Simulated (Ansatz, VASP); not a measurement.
## Two plane-wave programs on HfO2

```
Hf O
1.0
     5.55640    0.00000    0.00000
     0.00000    3.33360    0.00000
     0.00000    0.00000    6.50500
Hf O
4 8
Direct
  0.74868 0.75000 0.60787
  0.25132 0.25000 0.39213
  0.24868 0.75000 0.89213
  0.75132 0.25000 0.10787
  0.63950 0.25000 0.42340
  0.36050 0.75000 0.57660
  0.13950 0.25000 0.07660
  0.86050 0.75000 0.92340
  0.52079 0.25000 0.84145
  0.47921 0.75000 0.15855
  0.02079 0.25000 0.65855
  0.97921 0.75000 0.34145
```

Measurements of this composition are mostly on another form, of space group No. 14.

Alike in both runs: task relaxation of cell and atoms; functional PBE; k mesh 4 × 6 × 3; occupations fermi-dirac, width 0.05 eV; no spin polarisation.

|  | VASP | Ansatz |
| --- | --- | --- |
| version | VASP 6.6.1 | Ansatz 0.2.0 |
| potentials or method | VASP PAW PBE potentials, release 64 (Hf_pv, O) | Ansatz PAW |
| plane-wave cutoff (eV) | 600 | 420 |
| valence electrons in the cell | 88 | 152 |

```tsv
	VASP	Ansatz	Ansatz less VASP
gap on the k mesh at the Fermi level, each at its own relaxed structure (eV)	3.41	3.44	+0.030
relaxed volume (Å³/atom)	10.02	10.17	+0.150
relaxed cell length with the largest relative difference (Å)	3.331	3.349	+0.0181
energy change over the relaxation (meV/atom)	0	-1	-1.2
```

The two sets of potentials don't hold the same shells in valence.

Caveats: spin-orbit coupling is left out, which moves the levels of the heavy elements; an odd mesh through Γ misses points on the zone boundary, where band edges often lie (VASP); odd divisions of the mesh miss points on the zone boundary, where band edges often lie, so the gap on the mesh can be too wide (Ansatz); the plane-wave basis is chosen anew once the cell has moved, so the energies of steps on either side of that aren't comparable (Ansatz); the pressure holds a Pulay correction of +0.9 GPa for the finite cutoff (Ansatz).
